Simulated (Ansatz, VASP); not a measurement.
**Te: VASP beside Ansatz**

```
CELL_PARAMETERS angstrom
-2.00149 2.00149 2.00149
2.00149 -2.00149 2.00149
2.00149 2.00149 -2.00149
ATOMIC_POSITIONS crystal
Te 0.00000 0.00000 0.00000
```

Alike in both runs: functional BLYP; k mesh 11 × 11 × 11; occupations fermi-dirac, width 0.1 eV; no spin polarisation.

Ansatz relaxed the structure, and its values are those at the end. VASP's run is a single point on that final structure, the one shown.

|  | VASP | Ansatz |
| --- | --- | --- |
| version | VASP 6.6.1 | Ansatz 0.2.0 |
| potentials or method | VASP PAW PBE potentials, release 64 (Te) | plane waves (420 eV) with PAW, scalar-relativistic |
| plane-wave cutoff (eV) | 520 | 420 |
| valence electrons in the cell | 6 | 16 |

```tsv
	VASP	Ansatz	Ansatz less VASP
pressure (GPa)	0.1	0.0	-0.09
```

The two sets of potentials don't hold the same shells in valence.

Caveats: the PAW data sets were made with another functional, which shifts forces and pressure a little (VASP). Spin-orbit coupling is left out, which matters for the levels of Te.
